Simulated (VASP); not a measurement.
# A single sheet of SnSe2: what the settings do to the level below the vacuum, part 3 of 4

Aim: find which settings matter for a slab model of a single sheet of SnSe2, and what they cost.

VASP 6.6.1, plane waves and PAW; the level of theory is named at each step.

So far. Step 9 (Another vacuum, vacuum width 24): Against the base run its depth below the vacuum changes by +0.00 eV and the energy by -0.1 meV an atom.

## (11) A lower cutoff, ENCUT 210

Level of this step: LDA; plane waves and PAW (Se, Sn) (VASP).

A lower cutoff is cheaper, and the test is whether a potential difference survives it better than the total energy.

INCAR reads:

```
SYSTEM = SnSe2
PREC = Normal
ENCUT = 210
EDIFF = 1E-06
NELM = 120
ISMEAR = 0
SIGMA = 0.05
LREAL = .FALSE.
ALGO = Normal
GGA = CA
NBANDS = 14
LORBIT = 11
LWAVE = .FALSE.
LCHARG = .FALSE.
KPAR = 4
LASPH = .TRUE.
IDIPOL = 3
LDIPOL = .TRUE.
DIPOL = 0.5 0.5 0.5
LVHAR = .TRUE.
LVACPOTAV = .TRUE.
```

POSCAR reads:

```
SnSe2
1.0
    3.8110000000      0.0000000000      0.0000000000
   -1.9055000000      3.3004228140      0.0000000000
    0.0000000000      0.0000000000     18.0557280000
Se Sn
2 1
Direct
    0.3333333330      0.6666666670      0.5846193520
    0.6666666670      0.3333333330      0.4153806480
    0.0000000000      0.0000000000      0.5000000000
```

KPOINTS reads:

```
Automatic mesh
0
Gamma
9 9 1
0 0 0
```

Potentials, in the order of the species: Se and Sn (PBE family, release 64).

Launch:

```sh
$ mpirun -np 4 vasp_std
```

The program printed:

```text
[... set-up lines as in an earlier step ...]
 entering main loop
       N       E                     dE             d eps       ncg     rms          rms(c)
DAV:   1     0.749495292299E+02    0.74950E+02   -0.33406E+03   352   0.404E+02
DAV:   2    -0.602268306299E+01   -0.80972E+02   -0.76232E+02   520   0.118E+02
DAV:   3    -0.138896178016E+02   -0.78669E+01   -0.77655E+01   456   0.428E+01
DAV:   4    -0.140504949139E+02   -0.16088E+00   -0.16071E+00   402   0.738E+00
[...]
DAV:  17    -0.136684027754E+02   -0.42633E-05   -0.17179E-07   342   0.217E-03    0.156E-03
DAV:  18    -0.136684043309E+02   -0.15555E-05   -0.13609E-07   324   0.175E-03    0.674E-04
DAV:  19    -0.136684049827E+02   -0.65175E-06   -0.28323E-08   336   0.821E-04
 [... a notice as in an earlier step ...]

   1 F= -.13668405E+02 E0= -.13668405E+02  d E =-.215540E-10
```

It took 3.6 s on 4 MPI ranks of Intel Xeon Platinum 8259CL at 2.50GHz (Skylake/Cascade Lake), shared host; peak memory 0.46 GiB; 11 s of CPU time.

OUTCAR, selected parts (step 11):

```text
  Total       -0.1954937     -0.1954937      1.0925415     -0.0000000      0.0000000     -0.0000000
  in kB       -1.3791764     -1.3791764      7.7077031     -0.0000000      0.0000000     -0.0000000
  external PRESSURE =       1.6497834 kB  Pullay stress =       0.0000000 kB

 POSITION                                       TOTAL-FORCE (eV/Angst)
 -----------------------------------------------------------------------------------
     -0.00000      2.20028     10.55573         0.000000      0.000000      0.452936
      1.90550      1.10014      7.50000        -0.000000      0.000000     -0.452936
      0.00000      0.00000      9.02786         0.000000      0.000000      0.000000
 -----------------------------------------------------------------------------------
    total drift:                               -0.000000      0.000000     -0.000000

  FREE ENERGIE OF THE ION-ELECTRON SYSTEM (eV)
  ---------------------------------------------------
  free  energy   TOTEN  =       -13.6684049827 eV

  energy  without entropy=      -13.6684049826  energy(sigma->0) =      -13.66840498

[... 1 part as in an earlier step ...]

[... 2 further parts left out ...]
[key lines of the parts left out:]
E-fermi :  -3.0026
```

This step gave:

```
electronic cycles                                 : 19
Fermi energy                                      : -3.003 eV
vacuum levels                                     : 3.107, 3.107 eV
ionisation potentials of the upper and lower face : 6.324, 6.324 eV
electron affinities of the upper and lower face   : 5.400, 5.400 eV
highest filled level below the vacuum             : 6.324 eV
gap on the k-mesh                                 : 0.9238 eV
```

Against the base run its depth below the vacuum changes by -0.00 eV and the energy by +1.4 meV an atom.

## (12) A lower cutoff, ENCUT 280

Edit INCAR of step 11 so:

```diff
@@ -2,3 +2,3 @@
 PREC = Normal
-ENCUT = 210
+ENCUT = 280
 EDIFF = 1E-06
```

POSCAR is that of step 11.

KPOINTS is that of step 11.

Launch:

```sh
$ mpirun -np 4 vasp_std
```

The program printed:

```text
[... set-up lines as in an earlier step ...]
 entering main loop
       N       E                     dE             d eps       ncg     rms          rms(c)
DAV:   1     0.820864027408E+02    0.82086E+02   -0.37708E+03   336   0.504E+02
DAV:   2    -0.483883758278E+01   -0.86925E+02   -0.80125E+02   516   0.126E+02
DAV:   3    -0.138643203159E+02   -0.90255E+01   -0.88803E+01   444   0.475E+01
DAV:   4    -0.140529515378E+02   -0.18863E+00   -0.18825E+00   416   0.823E+00
[...]
DAV:  18    -0.136699634086E+02   -0.24957E-05   -0.14679E-07   324   0.181E-03    0.553E-04
DAV:  19    -0.136699644698E+02   -0.10613E-05   -0.36047E-08   330   0.850E-04    0.153E-04
DAV:  20    -0.136699648705E+02   -0.40070E-06   -0.14997E-08   288   0.428E-04
 [... a notice as in an earlier step ...]

   1 F= -.13669965E+02 E0= -.13669965E+02  d E =-.962067E-17
```

The job ended after 4.8 s (4 MPI ranks; peak memory 0.53 GiB; 15 s of CPU time).

Parts of OUTCAR (step 12):

```text
  Total        0.0465701      0.0465701      1.3515326      0.0000000      0.0000000     -0.0000000
  in kB        0.3285448      0.3285448      9.5348435      0.0000000      0.0000000     -0.0000000
  external PRESSURE =       3.3973111 kB  Pullay stress =       0.0000000 kB

 POSITION                                       TOTAL-FORCE (eV/Angst)
 -----------------------------------------------------------------------------------
     -0.00000      2.20028     10.55573         0.000000     -0.000000      0.445975
      1.90550      1.10014      7.50000        -0.000000      0.000000     -0.445975
      0.00000      0.00000      9.02786         0.000000      0.000000      0.000000
 -----------------------------------------------------------------------------------
    total drift:                                0.000000      0.000000     -0.000000

  FREE ENERGIE OF THE ION-ELECTRON SYSTEM (eV)
  ---------------------------------------------------
  free  energy   TOTEN  =       -13.6699648705 eV

  energy  without entropy=      -13.6699648705  energy(sigma->0) =      -13.66996487

[... 1 part as in an earlier step ...]

[... 2 further parts left out ...]
[key lines of the parts left out:]
E-fermi :  -2.9321
```

Numbers from this step:

```
electronic cycles                                 : 20
Fermi energy                                      : -2.932 eV
vacuum levels                                     : 3.109, 3.109 eV
ionisation potentials of the upper and lower face : 6.328, 6.328 eV
electron affinities of the upper and lower face   : 5.405, 5.405 eV
highest filled level below the vacuum             : 6.328 eV
gap on the k-mesh                                 : 0.9237 eV
```

Against the base run its depth below the vacuum changes by +0.00 eV and the energy by +0.9 meV an atom.

## (13) Another smearing width, SIGMA 0.02

The width trades sharpness at the Fermi level against the mesh needed.

Edit INCAR of step 12 so:

```diff
@@ -2,3 +2,3 @@
 PREC = Normal
-ENCUT = 280
+ENCUT = 350
 EDIFF = 1E-06
@@ -6,3 +6,3 @@
 ISMEAR = 0
-SIGMA = 0.05
+SIGMA = 0.02
 LREAL = .FALSE.
```

POSCAR is that of step 12.

KPOINTS is that of step 12.

Launch:

```sh
$ mpirun -np 4 vasp_std
```

The program printed:

```text
[... set-up lines as in an earlier step ...]
 entering main loop
       N       E                     dE             d eps       ncg     rms          rms(c)
DAV:   1     0.939251049911E+02    0.93925E+02   -0.40858E+03   336   0.597E+02
DAV:   2    -0.397735949258E+01   -0.97902E+02   -0.91667E+02   564   0.128E+02
DAV:   3    -0.138496558745E+02   -0.98723E+01   -0.97284E+01   438   0.507E+01
DAV:   4    -0.140551527812E+02   -0.20550E+00   -0.20517E+00   414   0.875E+00
DAV:   5    -0.140587158256E+02   -0.35630E-02   -0.35628E-02   428   0.113E+00    0.506E+00
[... 2 cycles as in an earlier step ...]
DAV:   8    -0.136725032741E+02    0.53376E-02   -0.13131E-02   432   0.732E-01    0.233E-01
DAV:   9    -0.136724076836E+02    0.95590E-04   -0.17452E-03   432   0.246E-01    0.540E-02
DAV:  10    -0.136724613369E+02   -0.53653E-04   -0.75219E-05   438   0.593E-02    0.258E-02
DAV:  11    -0.136725717581E+02   -0.11042E-03   -0.45326E-05   390   0.356E-02    0.745E-03
DAV:  12    -0.136726149226E+02   -0.43165E-04   -0.40118E-06   420   0.101E-02    0.703E-03
[... 1 cycle as in an earlier step ...]
DAV:  14    -0.136727240635E+02   -0.26834E-04   -0.41893E-06   408   0.726E-03    0.339E-03
DAV:  15    -0.136727309778E+02   -0.69143E-05   -0.35827E-07   372   0.228E-03    0.219E-03
[... 1 cycle as in an earlier step ...]
DAV:  17    -0.136727499285E+02   -0.53216E-05   -0.29963E-07   352   0.233E-03    0.153E-03
DAV:  18    -0.136727525985E+02   -0.26700E-05   -0.15174E-07   312   0.188E-03    0.597E-04
DAV:  19    -0.136727538363E+02   -0.12378E-05   -0.39688E-08   306   0.886E-04    0.128E-04
DAV:  20    -0.136727543529E+02   -0.51660E-06   -0.18098E-08   306   0.449E-04
 [... a notice as in an earlier step ...]

   1 F= -.13672754E+02 E0= -.13672754E+02  d E =-.428081E-20
```

It took 6.2 s on 4 MPI ranks; peak memory 0.59 GiB.

OUTCAR, selected parts (step 13):

```text
  Total        0.0373818      0.0373818      1.3436466      0.0000000      0.0000000     -0.0000000
  in kB        0.2637227      0.2637227      9.4792090      0.0000000      0.0000000     -0.0000000
  external PRESSURE =       3.3355515 kB  Pullay stress =       0.0000000 kB

 POSITION                                       TOTAL-FORCE (eV/Angst)
 -----------------------------------------------------------------------------------
     -0.00000      2.20028     10.55573        -0.000000     -0.000000      0.446309
      1.90550      1.10014      7.50000         0.000000      0.000000     -0.446309
      0.00000      0.00000      9.02786        -0.000000      0.000000      0.000000
 -----------------------------------------------------------------------------------
    total drift:                               -0.000000     -0.000000     -0.000000

  FREE ENERGIE OF THE ION-ELECTRON SYSTEM (eV)
  ---------------------------------------------------
  free  energy   TOTEN  =       -13.6727543529 eV

  energy  without entropy=      -13.6727543529  energy(sigma->0) =      -13.67275435

[... 2 parts as in an earlier step ...]

[... 1 further part left out ...]
[key lines of the parts left out:]
E-fermi :  -3.0929
```

This step gave:

```
Fermi energy      : -3.093 eV
gap on the k-mesh : 0.9236 eV
```

Against the base run its depth below the vacuum changes by -0.00 eV and the energy by +0.0 meV an atom.

## (14) Another smearing width, SIGMA 0.4

Edit INCAR of step 13 so:

```diff
@@ -6,3 +6,3 @@
 ISMEAR = 0
-SIGMA = 0.02
+SIGMA = 0.4
 LREAL = .FALSE.
```

POSCAR is that of step 13.

KPOINTS is that of step 13.

Launch:

```sh
$ mpirun -np 4 vasp_std
```

The program printed:

```text
[... set-up lines as in an earlier step ...]
 entering main loop
       N       E                     dE             d eps       ncg     rms          rms(c)
DAV:   1     0.938305131670E+02    0.93831E+02   -0.40858E+03   336   0.597E+02
DAV:   2    -0.399486003032E+01   -0.97825E+02   -0.91531E+02   564   0.128E+02
DAV:   3    -0.138501297144E+02   -0.98553E+01   -0.97048E+01   438   0.507E+01
DAV:   4    -0.140555942772E+02   -0.20546E+00   -0.20514E+00   414   0.875E+00
[...]
DAV:  18    -0.136753749112E+02   -0.27045E-05   -0.14952E-07   318   0.186E-03    0.608E-04
DAV:  19    -0.136753760536E+02   -0.11424E-05   -0.37233E-08   312   0.871E-04    0.131E-04
DAV:  20    -0.136753765913E+02   -0.53768E-06   -0.19216E-08   288   0.457E-04
 [... a notice as in an earlier step ...]

   1 F= -.13675377E+02 E0= -.13668307E+02  d E =-.141388E-01
```

Wall time 6.4 s (4 MPI ranks); peak memory 0.6 GiB; 21 s of CPU time.

Parts of OUTCAR (step 14):

```text
  Total        0.0413651      0.0413651      1.3855307     -0.0000000      0.0000000      0.0000000
  in kB        0.2918238      0.2918238      9.7746945     -0.0000000      0.0000000      0.0000000
  external PRESSURE =       3.4527807 kB  Pullay stress =       0.0000000 kB

 POSITION                                       TOTAL-FORCE (eV/Angst)
 -----------------------------------------------------------------------------------
     -0.00000      2.20028     10.55573        -0.000000      0.000000      0.460012
      1.90550      1.10014      7.50000         0.000000     -0.000000     -0.460012
      0.00000      0.00000      9.02786        -0.000000      0.000000      0.000000
 -----------------------------------------------------------------------------------
    total drift:                                0.000000     -0.000000     -0.000000

  FREE ENERGIE OF THE ION-ELECTRON SYSTEM (eV)
  ---------------------------------------------------
  free  energy   TOTEN  =       -13.6753765913 eV

  energy  without entropy=      -13.6612378153  energy(sigma->0) =      -13.66830720

[... 2 parts as in an earlier step ...]

[... 1 further part left out ...]
[key lines of the parts left out:]
E-fermi :  -2.7049
```

This step gave:

```
free energy (TOTEN)                               : -13.68 eV
energy at zero smearing                           : -13.67 eV
Fermi energy                                      : -2.705 eV
vacuum levels                                     : 3.11, 3.11 eV
ionisation potentials of the upper and lower face : 6.333, 6.333 eV
electron affinities of the upper and lower face   : 5.407, 5.407 eV
highest filled level below the vacuum             : 6.333 eV
gap on the k-mesh                                 : 0.9263 eV
least direct gap on the k-mesh                    : 1.212 eV
```

Against the base run its depth below the vacuum changes by +0.01 eV and the energy by +1.5 meV an atom.

## (15) Another level, functional PBE, disp none

This step: PBE; plane waves and PAW (Se, Sn) (VASP 6.6.1).

Beside the numerical settings stands the choice of exchange and correlation.

Edit INCAR of step 14 so:

```diff
@@ -6,6 +6,6 @@
 ISMEAR = 0
-SIGMA = 0.4
+SIGMA = 0.05
 LREAL = .FALSE.
 ALGO = Normal
-GGA = CA
+GGA = PE
 NBANDS = 14
```

POSCAR is that of step 14.

KPOINTS is that of step 14.

Launch:

```sh
$ mpirun -np 4 vasp_std
```

The program printed:

```text
[banner, memory and clock lines left out]
running    4 mpi-ranks, on    1 nodes
 distrk:  each k-point on    1 cores,    4 groups
 distr:  one band on    1 cores,    1 groups

 POSCAR found type information on POSCAR SeSn
 POSCAR found :  2 types and       3 ions
 LDA part: xc-table for (Slater+PW92), standard interpolation
 POSCAR, INCAR and KPOINTS ok, starting setup
 FFT: planning ... GRIDC
 FFT: planning ... GRID_SOFT
 FFT: planning ... GRID
 WAVECAR not read
 entering main loop
       N       E                     dE             d eps       ncg     rms          rms(c)
DAV:   1     0.949428607970E+02    0.94943E+02   -0.40758E+03   336   0.597E+02
DAV:   2    -0.211948933762E+01   -0.97062E+02   -0.90472E+02   564   0.127E+02
DAV:   3    -0.119464004735E+02   -0.98269E+01   -0.96956E+01   444   0.503E+01
DAV:   4    -0.121443766615E+02   -0.19798E+00   -0.19766E+00   432   0.860E+00
DAV:   5    -0.121477164440E+02   -0.33398E-02   -0.33396E-02   440   0.109E+00    0.524E+00
DAV:   6    -0.118640752731E+02    0.28364E+00   -0.29434E-01   408   0.298E+00    0.329E+00
DAV:   7    -0.118116775616E+02    0.52398E-01   -0.22122E-01   378   0.235E+00    0.620E-01
DAV:   8    -0.118061640755E+02    0.55135E-02   -0.15286E-02   438   0.792E-01    0.246E-01
DAV:   9    -0.118063842015E+02   -0.22013E-03   -0.23575E-03   432   0.289E-01    0.799E-02
DAV:  10    -0.118063596426E+02    0.24559E-04   -0.79336E-05   462   0.609E-02    0.248E-02
DAV:  11    -0.118064058383E+02   -0.46196E-04   -0.68513E-05   426   0.479E-02    0.826E-03
DAV:  12    -0.118064241702E+02   -0.18332E-04   -0.22829E-06   438   0.905E-03    0.850E-03
DAV:  13    -0.118064747439E+02   -0.50574E-04   -0.15297E-05   378   0.155E-02    0.537E-03
DAV:  14    -0.118064872154E+02   -0.12471E-04   -0.11577E-06   354   0.468E-03    0.359E-03
DAV:  15    -0.118065082244E+02   -0.21009E-04   -0.32827E-06   420   0.646E-03    0.318E-03
DAV:  16    -0.118065094619E+02   -0.12375E-05   -0.77321E-08   330   0.151E-03    0.144E-03
DAV:  17    -0.118065250696E+02   -0.15608E-04   -0.49431E-07   324   0.309E-03    0.195E-03
DAV:  18    -0.118065271444E+02   -0.20748E-05   -0.49383E-08   360   0.120E-03    0.128E-03
DAV:  19    -0.118065295567E+02   -0.24123E-05   -0.10186E-07   324   0.154E-03    0.593E-04
DAV:  20    -0.118065299711E+02   -0.41445E-06   -0.20261E-08   336   0.706E-04
 [... a notice as in an earlier step ...]

   1 F= -.11806530E+02 E0= -.11806530E+02  d E =-.447334E-15
```

It took 8.4 s on 4 MPI ranks; peak memory 0.66 GiB; 29 s of CPU time.

Parts of OUTCAR (step 15):

```text
   NELECT =      16.0000    total number of electrons

 E-fermi :  -2.7258

 k-point     1 :       0.0000    0.0000    0.0000
  band No.  band energies     occupation
    ...
      4      -3.9348      2.00000
      5      -3.5401      2.00000
      6      -3.5401      2.00000
      7      -3.1115      2.00000
      8      -3.1115      2.00000
      9      -1.2194      0.00000
     10       0.1072      0.00000
     11       1.7078      0.00000
     12       1.7078      0.00000
     13       2.6445      0.00000
    ...

  Total        2.0719628      2.0719628      2.6507554     -0.0000000      0.0000000      0.0000000
  in kB       14.6173623     14.6173623     18.7006498     -0.0000000      0.0000000      0.0000000
  external PRESSURE =      15.9784582 kB  Pullay stress =       0.0000000 kB

 POSITION                                       TOTAL-FORCE (eV/Angst)
 -----------------------------------------------------------------------------------
     -0.00000      2.20028     10.55573         0.000000      0.000000      0.870858
      1.90550      1.10014      7.50000        -0.000000      0.000000     -0.870858
      0.00000      0.00000      9.02786         0.000000      0.000000      0.000000
 -----------------------------------------------------------------------------------
    total drift:                                0.000000     -0.000000     -0.000000

  FREE ENERGIE OF THE ION-ELECTRON SYSTEM (eV)
  ---------------------------------------------------
  free  energy   TOTEN  =       -11.8065299711 eV

  energy  without entropy=      -11.8065299711  energy(sigma->0) =      -11.80652997

 vacuum level on the upper side and lower side of the slab         3.116         3.116

[... 9 parts as in an earlier step ...]

[... 9 further parts left out ...]
```

This step gave:

```yaml
free_energy_toten: -11.81 eV
fermi_energy: -2.726 eV
vacuum_levels: 3.116, 3.116 eV
ionisation_potentials_of_the_upper_and_lower_face: 6.112, 6.112 eV
electron_affinities_of_the_upper_and_lower_face: 5.074, 5.074 eV
highest_filled_level_below_the_vacuum: 6.112 eV
gap_on_the_k_mesh: 1.038 eV
least_direct_gap_on_the_k_mesh: 1.318 eV
```

Force by atom:

| atom | x (eV/Å) | y (eV/Å) | z (eV/Å) | size |
| --- | --- | --- | --- | --- |
| Se1 | 0.000 | 0.000 | 0.871 | 0.871 |
| Se2 | 0.000 | 0.000 | -0.871 | 0.871 |
| Sn3 | 0.000 | 0.000 | 0.000 | 0.000 |

Against the base run its depth below the vacuum changes by -0.22 eV.

(Part 3 of 4 ends here.)

[Lines on the potential files, build, host, timing and source positions are cut from VASP's logs without a mark.]

[Logs are printed without paths, hosts, clocks, repeated set-up lines and the standing remarks that a program may print on its own settings, such as how far it seeks lower states.]

[Hosts, paths, dates, database ids (printed as entryN), source tags and the programs' standing remarks are cut or masked in the printed files.]

[In band tables of VASP the shares of atoms and orbitals are scaled to a sum of 1 inside the atoms' spheres.]

[Runs that stopped without an error message from VASP are left out.]
